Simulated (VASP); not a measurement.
# As in VASP: relaxation of cell and atoms with PBE

Aim: the relaxation of cell and atoms of As with PBE.

Everything below comes from runs of VASP 6.6.1. Logs are shortened: lines on timing, memory, paths and dates and some standing lists are left out, and cuts for length are marked.

## Step 1: The structure

The cell holds a sheet with vacuum, 2 atoms: a = 3.600 Å, b = 3.600 Å, c = 17.400 Å, α = 90.00°, β = 90.00°, γ = 120.00°.

The cell was built by a generator and needn't be a form met in nature.

## Step 2: Relaxation of cell and atoms, PBE

INCAR reads:

```
SYSTEM = As
PREC = Accurate
ENCUT = 600
EDIFF = 1E-6
ISMEAR = 0
SIGMA = 0.03
LREAL = .False.
LASPH = .True.
NELM = 120
ALGO = Normal
ISIF = 3
LWAVE = .False.
LCHARG = .False.
GGA = PE
IBRION = 2
NSW = 60
EDIFFG = -0.005
LATTICE_CONSTRAINTS = .TRUE. .TRUE. .FALSE.
KPAR = 2
```

KPOINTS reads:

```
Automatic mesh
0
Gamma
  12 12 1
  0 0 0
```

POSCAR reads:

```
As
1.0
    3.6000000000      0.0000000000      0.0000000000
   -1.8000000000      3.1176914500      0.0000000000
    0.0000000000      0.0000000000     17.4000000000
As
2
Direct
    0.3333330000      0.6666670000      0.4597701100
    0.6666670000      0.3333330000      0.5402298900
```

Potentials or basis: VASP PAW PBE potentials, release 64 (As).

Launch:

```sh
> cat potpaw_PBE.64/As/POTCAR > POTCAR
> mpirun -np 2 vasp_std > vasp.out
```

OUTCAR:

```text
SYSTEM = As
   PREC = Accurate
   ENCUT = 600
   EDIFF = 1E-6
   ISMEAR = 0
   LREAL = .False.
   LASPH = .True.
   NELM = 120
   ISIF = 3
   GGA = PE
   IBRION = 2
   NSW = 60
   EDIFFG = -0.005

 ion  position               nearest neighbor table
   1  0.333  0.667  0.460-   2 2.51   2 2.51   2 2.51
   2  0.667  0.333  0.540-   1 2.51   1 2.51   1 2.51

  LATTYP: Found a hexagonal cell.
 ALAT       =     3.6000000000
 C/A-ratio  =     4.8333333333

  Lattice vectors:

 A1 = (   3.6000000000,   0.0000000000,   0.0000000000)
 A2 = (  -1.8000000000,   3.1176914500,   0.0000000000)
 A3 = (   0.0000000000,   0.0000000000,  17.4000000000)

Analysis of symmetry for initial positions (statically):
=====================================================================
 Subroutine PRICEL returns:
 Original cell was already a primitive cell.

 Routine SETGRP: Setting up the symmetry group for a
 hexagonal supercell.

 Subroutine GETGRP returns: Found 12 space group operations
 (whereof 12 operations were pure point group operations)
 out of a pool of 24 trial point group operations.

The static configuration has the point symmetry D_3d.

Analysis of symmetry for dynamics (positions and initial velocities):
=====================================================================
 Subroutine PRICEL returns:
 Original cell was already a primitive cell.

 Routine SETGRP: Setting up the symmetry group for a
 hexagonal supercell.

 Subroutine GETGRP returns: Found 12 space group operations
 (whereof 12 operations were pure point group operations)
 out of a pool of 24 trial point group operations.

The dynamic configuration has the point symmetry D_3d.

 Subroutine INISYM returns: Found 12 space group operations
 (whereof 12 operations are pure point group operations),
 and found     1 'primitive' translations

----------------------------------------------------------------------------------------

                                     Primitive cell

  volume of cell :     195.2922

  direct lattice vectors                    reciprocal lattice vectors
     3.600000000  0.000000000  0.000000000     0.277777778  0.160375075  0.000000000
    -1.800000000  3.117691450  0.000000000     0.000000000  0.320750150  0.000000000
     0.000000000  0.000000000 17.400000000     0.000000000  0.000000000  0.057471264

  length of vectors
     3.600000000  3.599999997 17.400000000     0.320750150  0.320750150  0.057471264

  position of ions in fractional coordinates (direct lattice)
     0.333333000  0.666667000  0.459770110
     0.666667000  0.333333000  0.540229890

  ion indices of the primitive-cell ions
   primitive index   ion index
                 1           1
                 2           2

----------------------------------------------------------------------------------------

 KPOINTS: Automatic mesh

Automatic generation of k-mesh.
 Grid dimensions read from file:
 generate k-points for:   12   12    1

 Generating k-lattice:

  Cartesian coordinates                     Fractional coordinates (reciprocal lattice)
     0.023148148  0.013364590  0.000000000     0.083333333  0.000000000  0.000000000
     0.000000000  0.026729179  0.000000000     0.000000000  0.083333333  0.000000000
     0.000000000  0.000000000  0.057471264     0.000000000  0.000000000  1.000000000

  Length of vectors
     0.026729179  0.026729179  0.057471264

  Shift w.r.t. Gamma in fractional coordinates (k-lattice)
     0.000000000  0.000000000  0.000000000

 Subroutine IBZKPT returns following result:
 ===========================================

 Found     19 irreducible k-points:

 Following reciprocal coordinates:
            Coordinates               Weight
  0.000000  0.000000  0.000000      1.000000
  0.083333  0.000000  0.000000      6.000000
  0.166667  0.000000  0.000000      6.000000
  0.250000 -0.000000  0.000000      6.000000
  0.333333  0.000000  0.000000      6.000000
  0.416667  0.000000  0.000000      6.000000
[... 11 lines left out ...]
  0.333333  0.250000  0.000000     12.000000
  0.333333  0.333333  0.000000      2.000000
   k-points           NKPTS =     19   k-points in BZ     NKDIM =     19   number of bands    NBANDS=      9
   number of dos      NEDOS =    301   number of ions     NIONS =      2
   total plane-waves  NPLWV = 126000
   dimension x,y,z NGX =    30 NGY =   30 NGZ =  140
   dimension x,y,z NGXF=    60 NGYF=   60 NGZF=  280
   ions per type =               2
   NGX,Y,Z   is equivalent  to a cutoff of  13.85, 13.85, 13.38 a.u.
   NGXF,Y,Z  is equivalent  to a cutoff of  27.71, 27.71, 26.75 a.u.
 SYSTEM =  As
   PREC   = accura    normal or accurate (medium, high low for compatibility)
   ISTART =      0    job   : 0-new  1-cont  2-samecut
   ICHARG =      2    charge: 1-file 2-atom 10-const
   ISPIN  =      1    spin polarized calculation?
   LNONCOLLINEAR =      F non collinear calculations
   LSORBIT =      F    spin-orbit coupling
   LASPH  =      T    aspherical Exc in radial PAW
   ENCUT  =  600.0 eV  44.10 Ry    6.64 a.u.   7.19  7.19 34.75*2*pi/ulx,y,z
   NELM   =    120;   NELMIN=  2; NELMDL= -5     # of ELM steps
   EDIFF  = 0.1E-05   stopping-criterion for ELM
   LREAL  =      F    real-space projection
   EDIFFG = -.5E-02   stopping-criterion for IOM
   NSW    =     60    number of steps for IOM
   IBRION =      2    ionic relax: 0-MD 1-quasi-New 2-CG
   NFREE  =      1    steps in history (QN), initial steepest desc. (CG)
   ISIF   =      3    stress and relaxation
   ISYM   =      2    0-nonsym 1-usesym 2-fastsym
   POTIM  = 0.5000    time-step for ionic-motion
   TEBEG  =    0.0;   TEEND  =   0.0 temperature during run
   PSTRESS=    0.0 pullay stress
   NELECT =      10.0000    total number of electrons
   NUPDOWN=      -1.0000    fix difference up-down
   EMIN   =  10.00;   EMAX   =-10.00  energy-range for DOS
   EFERMI =   0.00;   METHOD = LEGACY
   ISMEAR =     0;   SIGMA  =   0.03  broadening in eV -4-tet -1-fermi 0-gaus
   EFERMI_NEDOS =   21; number of points for ismear=-14 and -15
   IALGO  =     38    algorithm
   IMIX   =      4    mixing-type and parameters
     AMIX     =   0.40;   BMIX     =  1.00
     AMIX_MAG =   1.60;   BMIX_MAG =  1.00
  volume/ion in A,a.u.               =      97.65       658.95
  Fermi-wavevector in a.u.,A,eV,Ry     =   0.607920  1.148803  5.028263  0.369567
  Thomas-Fermi vector in A             =   1.662559
   LORBIT       =      0    0 simple, 1 ext, 2 COOP (PROOUT), +10 PAW based schemes
   GGA     = PE    functional components
   LHFCALC =     F    Hartree Fock is set to
   AEXX    =    0.0000 exact exchange contribution
   IVDW    =     0    specifies the selected vdW correction
   LEPSILON=     F    determine dielectric tensor
   LRPA    =     F    only Hartree local field effects (RPA)
 conjugate gradient relaxation of ions
 non-spin polarized calculation
 Gauss-broadening in eV      SIGMA  =   0.03
  energy-cutoff  :      600.00
  volume of cell :      195.29
 maximum number of plane-waves:      6540
 NGX is ok and might be reduce to    30
   NGX = 15   NGY = 15   NGZ = 69

--------------------------------------- Ionic step        1  -------------------------------------------

 number of electron      10.0000000 magnetization

 number of electron       9.9999999 magnetization

 Free energy of the ion-electron system (eV)
  ---------------------------------------------------
  ext. energy  EPLUGINS =         0.00000000
  ---------------------------------------------------
  free energy    TOTEN  =        -9.33327419 eV

  energy without entropy =       -9.33327419  energy(sigma->0) =       -9.33327419

------------------------ aborting loop because EDIFF is reached ----------------------------------------

  FORCE on cell =-STRESS in cart. coord.  units (eV):
  Direction    XX          YY          ZZ          XY          YZ          ZX
  --------------------------------------------------------------------------------------
  -------------------------------------------------------------------------------------
  Total        0.0900141      0.0900141     -0.0167949      0.0000000      0.0000000      0.0000000
  in kB        0.7384761      0.7384761     -0.1377857      0.0000000      0.0000000      0.0000000
  external PRESSURE =       0.4463888 kB  Pullay stress =       0.0000000 kB

 VOLUME and BASIS-vectors are now :
 -----------------------------------------------------------------------------
  energy-cutoff  :      600.00
  volume of cell :      195.29
      direct lattice vectors                 reciprocal lattice vectors
     3.600000000  0.000000000  0.000000000     0.277777778  0.160375075  0.000000000
    -1.800000000  3.117691450  0.000000000     0.000000000  0.320750150  0.000000000
     0.000000000  0.000000000 17.400000000     0.000000000  0.000000000  0.057471264
[... 181 lines left out ...]
 POSITION                                       TOTAL-FORCE (eV/Angst)
 -----------------------------------------------------------------------------------
     -0.00000      2.08257      8.00155        -0.000000     -0.000000     -0.003334
      1.80356      1.04128      9.39845         0.000000      0.000000      0.003334
 -----------------------------------------------------------------------------------
    total drift:                                0.000000      0.000000      0.000000

  FREE ENERGIE OF THE ION-ELECTRON SYSTEM (eV)
  ---------------------------------------------------
  free  energy   TOTEN  =        -9.3334834952 eV

  energy  without entropy=       -9.3334834952  energy(sigma->0) =       -9.33348350

--------------------------------------- Ionic step        7  -------------------------------------------

 number of electron       9.9999999 magnetization

 Free energy of the ion-electron system (eV)
  ---------------------------------------------------
  ext. energy  EPLUGINS =         0.00000000
  ---------------------------------------------------
  free energy    TOTEN  =        -9.33348379 eV

  energy without entropy =       -9.33348379  energy(sigma->0) =       -9.33348379

 E-fermi :  -3.0435     XC(G=0):  -2.9917

 val. band max:       -3.2034477407   @ k =   0.0000   0.0000   0.0000
 cond. band min:      -1.5888923264   @ k =   0.3333   0.0000   0.0000
 fundamental gap:      1.6145554143
 Fermi energy:        -3.0435204326

 k-point     1 :       0.0000    0.0000    0.0000
  band No.  band energies     occupation
      1     -16.6579      2.00000
      2     -10.3735      2.00000
      3      -3.7517      2.00000
      4      -3.2035      2.00000
      5      -3.2034      2.00000
      6      -1.2699      0.00000
      7       0.2873      0.00000
      8       0.2873      0.00000
      9       1.6877      0.00000

 k-point     2 :       0.0833    0.0000    0.0000
  band No.  band energies     occupation
      1     -16.5661      2.00000
      2     -10.3617      2.00000
      3      -4.0930      2.00000
      4      -3.7075      2.00000
      5      -3.4087      2.00000
      6      -0.6474      0.00000
      7       0.1749      0.00000
      8       0.4963      0.00000
      9       1.8194      0.00000
[... 224 lines left out ...]
 POSITION                                       TOTAL-FORCE (eV/Angst)
 -----------------------------------------------------------------------------------
     -0.00000      2.08255      8.00146         0.000000     -0.000000     -0.001453
      1.80354      1.04127      9.39854        -0.000000      0.000000      0.001453
 -----------------------------------------------------------------------------------
    total drift:                                0.000000      0.000000      0.000000

  FREE ENERGIE OF THE ION-ELECTRON SYSTEM (eV)
  ---------------------------------------------------
  free  energy   TOTEN  =        -9.3334837949 eV

  energy  without entropy=       -9.3334837949  energy(sigma->0) =       -9.33348379

 reached required accuracy - stopping structural energy minimisation
```

It took 59 s on 2 MPI ranks of Intel Xeon Platinum 8559C (Emerald Rapids), shared host; peak memory 0.35 GiB.

What came out:

* Free energy: -9.3335 eV
* Relaxed volume: 98.03 Å³/atom
* Relaxed cell: a = 3.607 Å, b = 3.607 Å, c = 17.400 Å, α = 90.00°, β = 90.00°, γ = 120.00°
* Space group after relaxing (to 0.05 Å): P-3m1 (No. 164)
* Energy gained by relaxing: 0.1 meV/atom
* Ionic steps: 7
* Band gap on the k mesh: 1.61 eV, indirect (least direct gap 1.93 eV)

The path:
| step | energy change (eV) | largest force (eV/Å) | pressure (GPa) | volume (Å³) |
| --- | --- | --- | --- | --- |
| 1 | 0.0000 | 0.0113 | 0.04 | 195.29 |
| 2 | -0.0002 | 0.0248 | -0.02 | 196.14 |
| 3 | -0.0002 | 0.0240 | -0.02 | 196.11 |
| 4 | -0.0002 | 0.0232 | -0.02 | 196.08 |
| 5 | -0.0002 | 0.0219 | -0.01 | 196.02 |
| 6 | -0.0002 | 0.0033 | 0.01 | 196.06 |
| 7 | -0.0002 | 0.0015 | 0.00 | 196.06 |

Final structure:
```
As
1.0
     3.60708    0.00000    0.00000
    -1.80354    3.12382    0.00000
     0.00000    0.00000   17.40000
As
2
Direct
  0.33333 0.66667 0.45985
  0.66667 0.33333 0.54015
```

PBE gaps usually lie below the measured ones, often by a third to a half.
